Before a computed stiffness of cubic boron nitride goes into a stress model of a cutting edge, someone has to decide where to spend a second calculation: on another program, or on another functional, the approximate rule by which the electrons' exchange and correlation energy is obtained. The two choices are worth very different amounts. Three programs that use the PBE functional agree within 0.6 GPa, while the functionals together span about 50 GPa. A second program would mostly confirm the first number; a second functional can move it by a tenth.

Bulk modulus of cubic BN (F-43m, 2 atoms per cell) from energy-volume fits in Kohn-Sham DFT with ABINIT 10.8.3, FLEUR MaX-R8.1 (later development tree), exciting sodium and GPAW 26.7.0, without spin polarization and with 0.05 eV Fermi-Dirac smearing. The measured reference is 395 GPa (isothermal, 300 K, arXiv:1208.3664; values found: 395 to 400 GPa).

```
                                    program   functional           how the value is got                          potentials or basis  wave cutoff (eV)    k-mesh  computed bulk modulus (GPa)  computed over measured, less one (%)
                          ABINIT 10.8.3 (1)     rPW86PBE  fit, rest volume 6.06 Å³/atom                             JTH PAW PBE v2.0               680  13x13x13                        353.8                                 -10.4
                          ABINIT 10.8.3 (2)       revPBE  fit, rest volume 6.02 Å³/atom                             JTH PAW PBE v2.0               707  13x13x13                        361.3                                  -8.5
FLEUR MaX-R8.1 (later development tree) (1)          PBE  fit, rest volume 5.95 Å³/atom                                 all electron               n/a  13x13x13                        370.9                                  -6.1
                            exciting sodium          PBE  fit, rest volume 5.95 Å³/atom  all electron LAPW+lo, shipped species files               n/a  13x13x13                        371.3                                  -6.0
                                GPAW 26.7.0          PBE  fit, rest volume 5.96 Å³/atom         GPAW PAW data sets (gpaw data 1.2.1)               800  13x13x13                        371.5                                  -5.9
                          ABINIT 10.8.3 (3)  PW91+D3(BJ)  fit, rest volume 5.87 Å³/atom                             JTH PAW PBE v2.0               680  13x13x13                        380.9                                  -3.6
                          ABINIT 10.8.3 (4)  BP86+D3(BJ)  fit, rest volume 5.83 Å³/atom                             JTH PAW PBE v2.0               680  13x13x13                        384.0                                  -2.8
                          ABINIT 10.8.3 (5)       PBEsol  fit, rest volume 5.87 Å³/atom      PseudoDojo NC SR PBEsol v0.4.1 standard              1143  13x13x13                        385.1                                  -2.5
                          ABINIT 10.8.3 (6)       PBEsol  fit, rest volume 5.87 Å³/atom                             JTH PAW PBE v2.0               707  13x13x13                        385.7                                  -2.4
                          ABINIT 10.8.3 (7)         AM05  fit, rest volume 5.86 Å³/atom                             JTH PAW PBE v2.0               680  13x13x13                        386.1                                  -2.3
FLEUR MaX-R8.1 (later development tree) (2)       r2SCAN  fit, rest volume 5.88 Å³/atom                                 all electron               n/a  13x13x13                        391.3                                  -0.9
                          ABINIT 10.8.3 (8)          LDA  fit, rest volume 5.74 Å³/atom                             JTH PAW LDA v2.0               680  13x13x13                        403.7                                   2.2
```

The reason lies in the rest volumes given beside the results. Each bulk modulus, the resistance to uniform compression, is taken at the volume where that functional lets the crystal come to rest. These volumes run from 6.06 Å³ per atom at the top of the table to 5.74 at the bottom. Compressed bonds resist further compression more strongly, so a functional that draws the atoms together acts like a press that is already closed when the test begins.

To separate the press from the bonds, all functionals can be compared at one volume, 5.96 Å³ per atom, where PBE is practically at rest. Let $\Delta P$ be the extra outward pressure of a functional at that volume, relative to PBE, and $\Delta B$ its extra modulus there. When the crystal is released to its own rest volume, the modulus falls by $B'$ for each unit of outward pressure, where $B'$ is the rate at which the modulus rises under compression, about 3.7 in the PBE runs. The modulus at rest therefore differs from that of PBE by

$$\Delta B_0 \approx \Delta B - B'\,\Delta P .$$

Two limiting cases show what to expect. If the extra pressure were the same at every volume, it would add no stiffness at fixed volume, and the modulus at rest would change by the full 3.7 GPa per GPa. If it grew on compression as steeply as the crystal's own modulus does, the two terms would cancel, and the functionals would disagree about the size of the cell but not about its stiffness. Most rows lie between these limits and nearer to the first, so a smaller cell usually means a larger modulus.

**rPW86PBE and revPBE.** These are the softest rows, 10.4% and 8.5% below the measured value, and they have the largest cells. Yet at the common volume they are the two stiffest, at about 378 GPa against 371 for PBE. Their bonds are not weak springs; the springs are tested in a stretched state. Theory gives the reason for the stretching. Gradient corrections to exchange lower the energy most where the electron density varies strongly, which favours an expanded crystal, and in such regions the correction of these two functionals is stronger than that of PBE. Both were run on potentials made for PBE, and what that costs them has not been tested.

**PBE in three programs.** Two of these runs treat all electrons, and the third replaces the atomic cores by prepared data sets. Their agreement shows that the deficit of about 6% against experiment belongs to the functional and not to one program's numerics. These rows are the reference for everything that follows. ABINIT, which supplies most of the other rows, has no PBE row here, so the comparison assumes that it would agree as well.

**PW91 and BP86 with a dispersion term.** Here the cells are smaller and the moduli higher than in PBE, as the rule says, but the gain is modest. BP86 with dispersion has the second smallest cell of the table, and yet it is slightly softer than PBEsol and AM05, whose cells are larger. At the common volume it lies 8 GPa below AM05, so the shortfall is already there before the crystal is released.

An attraction that strengthens steeply as the atoms approach would act in this way. It shrinks the cell, which stiffens the crystal, but it also helps along any further compression, which softens it. The dispersion term, which stands for the weak attraction between fluctuating charges, has this character in principle, though it is damped at bonding distances. Neither functional was run without the term. PW91 alone is expected to behave almost like PBE, which was built as a simpler form of it, so most of the shift in that row probably comes from dispersion. For BP86 the split stays open.

**PBEsol and AM05.** PBEsol applies a weaker gradient correction to exchange than PBE, and AM05 was likewise built with solids in mind. Both pull the atoms closer together than PBE does and end 2 to 3% below experiment. The two PBEsol rows use different kinds of potential, one of them made for PBE, and differ by only 0.6 GPa. That supports the use of borrowed potentials for this functional; for AM05, PW91 and BP86, which borrow them too, there is no such check. The agreement also eases a warning of ABINIT that the atomic spheres of its PAW potentials overlap in this crystal, since the norm-conserving potentials of the other PBEsol row have no such spheres. PBEsol and AM05 lie about as close together as these two rows do, so their order carries no meaning.

**r2SCAN.** This row breaks the rule in the other direction. Its cell is slightly larger than that of PBEsol, yet its modulus is about 6 GPa higher. At the common volume the excess is 8 GPa, so the difference in volume hides part of it instead of causing it. The fit of this row rests on five volumes where the others have seven, but the comparison at the common volume does not use that fit. At equal volume, then, the energy curve of r2SCAN bends more sharply than that of PBEsol. It bends about as sharply as that of PBE, with 372.9 against about 371 GPa. This is close to the first limiting case: r2SCAN draws the atoms together with almost no change of stiffness at fixed volume, and so keeps nearly the full gain from the smaller cell.

r2SCAN differs in kind from the other functionals of the table. Besides the density and its gradient it uses the kinetic energy density of the electrons, which lets it tell a covalent bond from other regions of similar density. That may be why it escapes the softening at fixed volume that the other functionals with small cells show, but with a single functional of this kind in the table the link is a guess.

**LDA.** The last row has the smallest cell and the largest modulus, and it shows the mechanism at its strongest. LDA has no gradient correction to push the atoms apart, so at the common volume it pulls inward with 13.9 GPa relative to PBE. At that same volume it is also the softest row of all, 19.9 GPa below PBE. The relation above then gives

$$\Delta B_0 \approx -19.9 + 3.7 \times 13.9 \approx 32\ \text{GPa},$$

and the table has $403.7 - 371.2 = 32.5$ GPa, where 371.2 is the mean of the three PBE rows.

The same arithmetic, with the same 3.7, comes within 2 GPa in every row. This shows that all these functionals stiffen under pressure at nearly the same rate. It is a weaker test than it looks, because the pressure, the modulus at the common volume and the modulus at rest all come from one energy curve per row. Nor can the relation foresee $\Delta B$, and that is the term in which r2SCAN and BP86 with dispersion depart from the rest.

A neighbouring series, with every functional held at one and the same cell, would thus run largely backwards: LDA at the soft end, rPW86PBE and revPBE at the stiff end. This matters in practice when a model fixes the lattice at a measured value and then takes the stiffness from a calculation. The value that LDA gives at its own rest volume does not carry over to such a cell. For a further functional on this crystal, the rest volume is the first thing to look at. A smaller cell than that of PBE points to a higher modulus, with the reservation that r2SCAN and the dispersion rows show.

The comparison with experiment needs the same care. LDA lies 2.2% above the listed value and r2SCAN 0.9% below it, but against 400 GPa, the upper end of the measured values, the two figures change places. The measured crystal also vibrates, even at absolute zero, and this softens it by roughly a few percent, a recalled figure. The calculations describe atoms at rest, so their proper target is higher than the measured number. LDA's excess would then shrink or vanish, and the deficits of the other eleven rows would grow.

LDA's good number has a further weakness. The real crystal has roughly 5.9 Å³ per atom, again a recalled figure, so LDA comes close to the measured stiffness with a denser crystal. Part of that gap is again due to vibration, which swells the real crystal; with its atoms at rest it would be somewhat denser too. LDA is still expected to be too dense, but by less than the bare figures suggest. A modulus should therefore be judged together with its rest volume. The moduli and pressures at the common volume, obtained for each row from the same three volumes, are in the printed output that follows.

Printed output of the fit:

```
Same volume against own rest volume:
                                          row  rest volume A^3/atom  modulus at rest GPa  modulus at 5.96 A^3/atom GPa  change on going to rest volume GPa  outward pressure at 5.96 relative to PBE GPa
                            ABINIT 10.8.3 (1)                 6.062                353.8                         378.3                              -24.53                                         6.565
                            ABINIT 10.8.3 (2)                 6.024                361.3                         377.8                              -16.51                                         4.291
  FLEUR MaX-R8.1 (later development tree) (1)                 5.953                370.9                         370.8                             0.05005                                      -0.04078
                              exciting sodium                 5.954                371.3                         371.5                             -0.2221                                      -0.02733
                                  GPAW 26.7.0                 5.955                371.5                         370.7                              0.7509                                       0.06811
                            ABINIT 10.8.3 (3)                 5.873                380.9                         361.3                               19.63                                        -5.103
                            ABINIT 10.8.3 (4)                 5.833                  384                         354.5                               29.47                                        -7.574
                            ABINIT 10.8.3 (5)                 5.869                385.1                         365.2                                19.9                                        -5.417
                            ABINIT 10.8.3 (6)                 5.866                385.7                         364.2                               21.49                                        -5.627
                            ABINIT 10.8.3 (7)                 5.857                386.1                         362.5                               23.58                                        -6.188
  FLEUR MaX-R8.1 (later development tree) (2)                 5.882                391.3                         372.9                               18.43                                        -4.705
                            ABINIT 10.8.3 (8)                 5.739                403.7                         351.2                               52.54                                        -13.86
Spread of the modulus over all rows, GPa: 49.9
Spread of PBE over three programs, GPa: 0.6
Spread of PBEsol over two potentials, GPa: 0.6
Rest volume of LDA against PBE, percent: -3.609
LDA less PBE, each at its rest volume, GPa: 32.47
LDA less PBE, both at 5.96 A^3/atom, GPa: -19.88
LDA less PBE, part from the change of volume, GPa: 52.35
Rank correlation of rest volume and modulus at rest: -0.8252
Rank correlation of modulus at 5.96 A^3/atom and modulus at rest: -0.6364
r2SCAN less PBEsol, rest volume, A^3/atom: 0.01413
r2SCAN less PBEsol, modulus at rest, GPa: 5.9
r2SCAN less PBEsol, modulus at 5.96 A^3/atom, GPa: 8.158
BP86+D3 less AM05, rest volume, A^3/atom: -0.02329
BP86+D3 less AM05, modulus at rest, GPa: -2.1
BP86+D3 less AM05, modulus at 5.96 A^3/atom, GPa: -7.982
Rows below the measured modulus: 11
LDA against the upper measured value of 400 GPa, percent: 0.925
r2SCAN against the upper measured value of 400 GPa, percent: -2.175
```
